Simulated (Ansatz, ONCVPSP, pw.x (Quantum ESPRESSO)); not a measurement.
Equation-of-state test of one ONCV potential (tellurium)

ONCVPSP 4.0.1.1 (patched build) input, shortened (lines: element, Z, core and valence counts, functional; n l f; lmax; l rc ep ncon nbas qcut; lloc lpopt rc5 dvloc0; l nproj debl; icmod fcfact rcfact), PBEsol, scalar-relativistic:

```
  Te 52.00    6    5  -116133      upf
    1    0    2.00
    2    0    2.00
    2    1    6.00
    3    0    2.00
    3    1    6.00
    3    2   10.00
    4    0    2.00
    4    1    6.00
    4    2   10.00
    5    0    2.00
    5    1    2.00
    2
    0    1.45    0.00    4    8   10.30
    1    1.35    0.00    3    8    9.60
    2    1.45    0.00    4    8   10.20
    4    1    0.90    0.00
    0    2    3.90
    1    2    2.30
    2    1    2.50
    0    0.00    0.00
```

Atomic tests: cutoffs needed: 41 Ha and 47 Ha (the cutoffs (Ha) at which the residual kinetic energy of the hardest occupied pseudo-wave falls to 1 and 0.1 mHa per electron); ghost test: no bound ghost flagged; GHOST(+) flagged for s at 275.2 eV; largest excitation error: -6.7 meV (all-electron minus pseudo) for 4s2 4p6 4d10 5s2 5p1, out of 4 test configurations.

Crystal test: sc Te in pw.x 7.5, no spin, 10³ k-points, Fermi–Dirac smearing 0.01 Ry, cutoffs 110/440 Ry. The reference is all-electron LAPW (Ansatz 0.2.0) with the same functional, mesh and smearing; V0 and B0 come from Birch–Murnaghan fits to the pressures at five volumes. Errors are pseudo minus all-electron; Δ is the rms difference of the E(V) curves that follow from these fits, minima aligned, over ±6 % about the mean V0. Mesh and smearing are coarse, so the numbers serve the comparison and aren't converged zero-temperature values; the lattice is a test structure that the element need not adopt.

```
V (Å³/atom)  P all-electron (GPa)  P pseudo (GPa)
     29.859                  3.03            3.18
     30.645                  1.29            1.43
     31.431                 -0.22           -0.09
     32.217                 -1.53           -1.41
     33.003                 -2.66           -2.56
```

All-electron: a0 = 3.152 Å (V0 = 31.31 Å³/atom), B0 = 57.2 GPa.

Pseudopotential: mean pressure error (GPa): +0.13; a0 (Å): 3.154; a0 error (%): +0.07; B0 error (%): -0.3; Δ (meV/atom): 0.9.

Task: At the middle volume, how do free energy and pressure move when the wave cutoff is lowered (ecutrho kept at four times it)?

Result:

```tsv
cutoff (Ry)	shift of F (meV/atom)	shift of P (GPa)
50	+28639.8	-541.29
66	+3865.7	-122.28
88	+86.0	-5.64
```

Input at the middle volume:

```
&control
  calculation='scf', prefix='x', pseudo_dir='./', outdir='./tmp', tstress=.true., disk_io='none'
/
&system
  ibrav=0, nat=1, ntyp=1, ecutwfc=110, ecutrho=440, nbnd=21,
  occupations='smearing', smearing='fd', degauss=0.01
/
&electrons
  conv_thr=1e-09, mixing_beta=0.4, electron_maxstep=70
/
ATOMIC_SPECIES
Te 1.0 Te.UPF
CELL_PARAMETERS angstrom
  3.15587214 0.00000000 0.00000000
  0.00000000 3.15587214 0.00000000
  0.00000000 0.00000000 3.15587214
ATOMIC_POSITIONS crystal
Te 0.0000 0.0000 0.0000
K_POINTS automatic
10 10 10 0 0 0
```

```bash
pw.x < Te.scf.in > Te.scf.out
```

Lines of the output:

```
Message from routine setup:
     using ibrav=0 with symmetry is DISCOURAGED, use correct ibrav instead
     lattice parameter (alat)  =       5.9637  a.u.
     unit-cell volume          =     212.1069 (a.u.)^3
     number of electrons       =        24.00
     number of Kohn-Sham states=           21
     kinetic-energy cutoff     =     110.0000  Ry
     charge density cutoff     =     440.0000  Ry
     scf convergence threshold =      1.0E-09
     Exchange-correlation= PBESOL
     number of k points=    56  Fermi-Dirac smearing, width (Ry)=  0.0100
     iteration #  1     ecut=   110.00 Ry     beta= 0.40
     total energy              =    -534.68698972 Ry
     estimated scf accuracy    <       6.54372777 Ry
     iteration #  2     ecut=   110.00 Ry     beta= 0.40
     total energy              =    -535.56274639 Ry
     estimated scf accuracy    <       0.25725235 Ry
     iteration #  3     ecut=   110.00 Ry     beta= 0.40
     total energy              =    -535.60712059 Ry
     estimated scf accuracy    <       0.01205327 Ry
     iteration #  4     ecut=   110.00 Ry     beta= 0.40
     total energy              =    -535.60834830 Ry
     estimated scf accuracy    <       0.00060876 Ry
     iteration #  5     ecut=   110.00 Ry     beta= 0.40
     total energy              =    -535.60848184 Ry
     estimated scf accuracy    <       0.00007019 Ry
     iteration #  6     ecut=   110.00 Ry     beta= 0.40
     total energy              =    -535.60848783 Ry
     estimated scf accuracy    <       0.00000139 Ry
     iteration #  7     ecut=   110.00 Ry     beta= 0.40
     total energy              =    -535.60848836 Ry
     estimated scf accuracy    <       0.00000079 Ry
     iteration #  8     ecut=   110.00 Ry     beta= 0.40
     total energy              =    -535.60848852 Ry
     estimated scf accuracy    <          1.4E-09 Ry
     iteration #  9     ecut=   110.00 Ry     beta= 0.40
     the Fermi energy is    11.5057 ev
!    total energy              =    -535.60848852 Ry
     estimated scf accuracy    <          8.2E-11 Ry
     smearing contrib. (-TS)   =      -0.00247835 Ry
     The total energy is F=E-TS. E is the sum of the following terms:
     one-electron contribution =    -413.55040298 Ry
     hartree contribution      =     192.43772455 Ry
     xc contribution           =     -40.45640450 Ry
     ewald contribution        =    -274.03692724 Ry
     convergence has been achieved in   9 iterations
          total   stress  (Ry/bohr**3)                   (kbar)     P=       -0.90
     Message from routine punch:
     Nothing written, as per user request (disk_io='none')
```

The run at the middle volume (56 k-points, 9 iterations) took about 84 s on one core of a shared host (Neoverse-N1, 64 threads, 124 GiB, load 50).
